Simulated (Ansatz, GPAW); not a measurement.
# SnS2 with PBE in single-zeta orbitals from a Python script

These are simulated results from GPAW 26.7.0, not measurements. The cell began as a measured structure and was relaxed with r2SCAN+rVV10 in plane waves (Ansatz 0.2.0). All runs are without spin polarisation.

The symmetry is P-3m1 (No. 164, trigonal); a = 3.661 Å, c = 5.962 Å in the conventional setting, 23.06 Å³ an atom. Around Sn lie 6 S at 2.57 Å; around S lie 3 Sn at 2.57 Å.

The basis is minimal: single zeta, one radial function for each shell that the log's basis lists. It describes the filled bands fairly and the empty ones poorly.

Input script:

```python
import json
from ase import Atoms
from gpaw import GPAW, PW, FermiDirac

atoms = Atoms(['Sn', 'S', 'S'],
              cell=[[3.66075747, 0.0, 0.0], [-1.83037873, 3.17030896, 0.0], [0.0, 0.0, 5.96180493]],
              scaled_positions=[[0.0, 0.0, 0.0], [0.333333333, 0.666666667, 0.245590339], [0.666666667, 0.333333333, 0.754409661]],
              pbc=True)
calc = GPAW(mode='lcao', basis='sz(dzp)', h=0.2, xc='PBE', kpts={'size': (6, 6, 4), 'gamma': True},
            occupations=FermiDirac(0.02), maxiter=100, legacy_gpaw=True, txt='gpaw.txt')
atoms.calc = calc
res = {'energy': atoms.get_potential_energy(force_consistent=True)}
res['electrons'] = calc.get_number_of_electrons()
res['k'] = calc.get_ibz_k_points().tolist()
res['levels'] = [calc.get_eigenvalues(kpt=i).tolist() for i in range(len(res['k']))]
points = [[0.0, 0.0, 0.0], [0.5, 0.0, 0.0], [0.333333, 0.333333, 0.0], [0.0, 0.0, 0.5], [0.5, 0.0, 0.5], [0.333333, 0.333333, 0.5], [-0.078125, 0.15625, 0.0], [0.0, 0.463542, 0.322917], [0.0, -0.5, 0.25]]
bands = calc.fixed_density(kpts=points, symmetry='off', txt='bands.txt')
res['points'] = [bands.get_eigenvalues(kpt=i).tolist() for i in range(len(points))]
json.dump(res, open('results.json', 'w'))
print('free energy (eV):', round(res['energy'], 5))
```

Command: `python run.py`. It took 11 s on 1 thread of Intel(R) Xeon(R) 6975P-C (Granite Rapids) (shared host), peak memory 0.16 GiB.

The log gpaw.txt, trimmed of paths, versions and times, then the last line on the terminal. An iter line gives the energy in eV and the logarithms of the changes of orbitals (plane waves alone) and density (c: converged):

```
___ ___ ___ _ _ _
 |   |   |_  | | | |

 | | | | | . | | | |

 |__ |  _|___|_____|  26.7.0
 |___|_|

Input parameters:
  basis: sz(dzp)
  h: 0.2
  kpts: {gamma: True,
         size: (6, 6, 4)}
  maxiter: 100
  mode: lcao
  occupations: {fixmagmom: False,
                name: fermi-dirac,
                width: 0.02}
  xc: PBE

System changes: positions, numbers, cell, pbc, initial_charges, initial_magmoms

Initialize ...

species:
  Sn:
    name:    Tin
    Z:       50.0
    valence: 14
    core:    36
    charge:  0.0  # [|e|]
    compensation charges:
      type: gauss
      rc: 0.38  # [Å]
      lmax: 2
    cutoffs:
      filter: 2.23  # [Å]
      core: 2.35  # [Å]
    projectors
    | kind |    occ | energy [eV] | rcut [Å] |

    |------|--------|-------------|----------|

    |   5s |  2.000 |     -10.538 |    1.201 |

    |   5p |  2.000 |      -3.696 |    1.270 |

    |   4d | 10.000 |     -25.845 |    1.185 |

    |    s |        |      16.674 |    1.201 |

    |    p |        |      23.515 |    1.270 |

    |    d |        |       1.367 |    1.185 |

    LCAO basis set for Sn:
      Name: sz(dzp)
      Number of radial functions: 3
      Number of spherical harmonics: 9
        l=0, rc=7.1250 Bohr: 5s-sz confined orbital
        l=1, rc=9.5469 Bohr: 5p-sz confined orbital
        l=2, rc=4.0625 Bohr: 4d-sz confined orbital
      Number of RI-basis functions 0

  S:
    name:    Sulfur
    Z:       16.0
    valence: 6
    core:    10
    charge:  0.0  # [|e|]
    compensation charges:
      type: gauss
      rc: 0.24  # [Å]
      lmax: 2
    cutoffs:
      filter: 1.77  # [Å]
      core: 1.66  # [Å]
    projectors
    | kind |    occ | energy [eV] | rcut [Å] |

    |------|--------|-------------|----------|

    |   3s |  2.000 |     -17.254 |    0.974 |

    |   3p |  4.000 |      -7.008 |    0.979 |

    |    s |        |       9.957 |    0.974 |

    |    p |        |      20.203 |    0.979 |

    |    d |        |       0.000 |    0.900 |

    LCAO basis set for S:
      Name: sz(dzp)
      Number of radial functions: 2
      Number of spherical harmonics: 4
        l=0, rc=5.5156 Bohr: 3s-sz confined orbital
        l=1, rc=6.9375 Bohr: 3p-sz confined orbital
      Number of RI-basis functions 0

Reference energy: -189725.933102  # eV

Spin-paired calculation

Convergence criteria:
 Maximum [total energy] change in last 3 cyles: 0.0005 eV / valence electron
 Maximum integral of absolute [dens]ity change: 0.0001 electrons / valence electron
 Maximum integral of absolute [eigenst]ate change: 4e-08 eV^2 / valence electron
 Maximum number of scf [iter]ations: 100
 (Square brackets indicate name in SCF output, whereas a 'c' in
 the SCF output indicates the quantity has converged.)

Symmetries present (total): 2

  ( 1  0  0)  (-1  0  0)
  ( 0  1  0)  ( 0 -1  0)
  ( 0  0  1)  ( 0  0 -1)

144 k-points: 6 x 6 x 4 Monkhorst-Pack grid + [1/12,1/12,1/8]
76 k-points in the irreducible part of the Brillouin zone
       k-points in crystal coordinates                weights
   0:     0.00000000    0.00000000    0.00000000          1/144
   1:     0.00000000    0.00000000    0.25000000          2/144
   2:     0.00000000    0.00000000    0.50000000          1/144
   3:     0.00000000    0.16666667   -0.25000000          2/144
   4:     0.00000000    0.16666667    0.00000000          2/144
   5:     0.00000000    0.16666667    0.25000000          2/144
   6:     0.00000000    0.16666667    0.50000000          2/144
   7:     0.00000000    0.33333333   -0.25000000          2/144
   8:     0.00000000    0.33333333    0.00000000          2/144
   9:     0.00000000    0.33333333    0.25000000          2/144
          ...
  75:     0.50000000    0.50000000    0.50000000          1/144

Wave functions: LCAO
  Diagonalizer: Serial LAPACK
  Atomic Correction: dense with blas
  Data-type: complex

Occupation numbers: Fermi-Dirac:
  width: 0.0200  # eV

Eigensolver
   LCAO using direct dense diagonalizer

Densities:
  Coarse grid: 16*16*28 grid
  Fine grid: 32*32*56 grid
  Total Charge: 0.000000

Density mixing:
  Method: separate
  Backend: msr1
  Linear mixing parameter: 0.05
  old densities: 10
  Width of damping distribution: 1.1
  Damping of long wavelength oscillations: 20

Hamiltonian:
  XC and Coulomb potentials evaluated on a 32*32*56 grid
  Using the PBE Exchange-Correlation functional
  Interpolation: tri-quintic (5. degree polynomial)
  Poisson solver: FastPoissonSolver using
    Stencil: 8*3+1=25 point O(h^6) finite-difference Laplacian
    FFT axes: [np.int64(0), np.int64(1), np.int64(2)]
    FST axes: []

XC parameters: PBE with 2 nearest neighbor stencil

Memory estimate:
  Process memory now: 115.96 MiB
  Calculator: 15.42 MiB
    Density: 10.07 MiB
      Arrays: 1.42 MiB
      Localized functions: 7.56 MiB
      Mixer: 1.09 MiB
    Hamiltonian: 1.52 MiB
      Arrays: 0.93 MiB
      XC: 0.00 MiB
      Poisson: 0.00 MiB
      vbar: 0.59 MiB
    Wavefunctions: 3.83 MiB
      C [qnM]: 0.34 MiB
      S, T [2 x qmm]: 0.67 MiB
      P [aqMi]: 0.05 MiB
      BasisFunctions: 2.77 MiB
      Eigensolver: 0.00 MiB

Total number of cores used: 1

Number of atoms: 3
Number of atomic orbitals: 17
Number of bands in calculation: 17
Number of valence electrons: 26
Bands to converge: occupied
Positions:
   0 Sn     0.000000    0.000000    0.000000    ( 0.0000,  0.0000,  0.0000)
   1 S      0.000000    2.113539    1.464162    ( 0.0000,  0.0000,  0.0000)
   2 S      1.830379    1.056770    4.497643    ( 0.0000,  0.0000,  0.0000)

Unit cell:
           periodic     x           y           z      points  spacing
  1. axis:    yes    3.660757    0.000000    0.000000    16     0.1981
  2. axis:    yes   -1.830379    3.170309    0.000000    16     0.1981
  3. axis:    yes    0.000000    0.000000    5.961805    28     0.2129

  Lengths:   3.660757   3.660757   5.961805
  Angles:   90.000000  90.000000 120.000000

Effective grid spacing dv^(1/3) = 0.2129

iter:   1   -10.731116        c
iter:   2   -10.500230        c -1.13
iter:   3    -9.645637        c -1.18
iter:   4    -9.628853        c -1.95
iter:   5    -9.624202        c -2.25
iter:   6    -9.624091c       c -3.11
iter:   7    -9.624081c       c -3.55
iter:   8    -9.624081c       c -4.57c

Converged after 8 iterations.

Energy contributions relative to reference atoms: (reference = -189725.933102)

Kinetic:        +85.281607
Potential:      -76.165032
External:        +0.000000
XC:             -19.022033
Entropy (-ST):   -0.000000
Local:           +0.281378
SIC:             +0.000000
--------------------------
Free energy:     -9.624081
Extrapolated:    -9.624081

Showing only first 2 kpts
 Kpt  Band  Eigenvalues  Occupancy
  0    11      4.32246    2.00000
  0    12      5.05209    2.00000
  0    13      6.25287    0.00000
  0    14      8.72030    0.00000

  1    11      4.37761    2.00000
  1    12      4.37855    2.00000
  1    13      7.00198    0.00000
  1    14      8.73488    0.00000

Fermi level: 5.49932

Gap: 1.201 eV
Transition (v -> c):
  (s=0, k=0, n=12, [0.00, 0.00, 0.00]) -> (s=0, k=0, n=13, [0.00, 0.00, 0.00])
No difference between direct/indirect transitions

free energy (eV): -9.62408
```

The gap in the log is over the mesh alone; results.json adds the listed points. PBE in single-zeta orbitals gives a gap of 1.20 eV. On the same cell, plane-wave PBE (Ansatz, 12×12×4 k points and the special points) gives a gap of 1.43 eV and r2SCAN a gap of 1.75 eV; on shared hosts these took about 2.7 and 5.7 core-seconds on the 3-atom cell, against 11 for the script. Spin-orbit coupling, left out in all these runs, can cut or reorder the gap by tenths of an eV, up to about 1 eV with Pb or Bi.

No spin-orbit coupling is included; it can move band edges with weight on the heavy atoms by tenths of an eV.
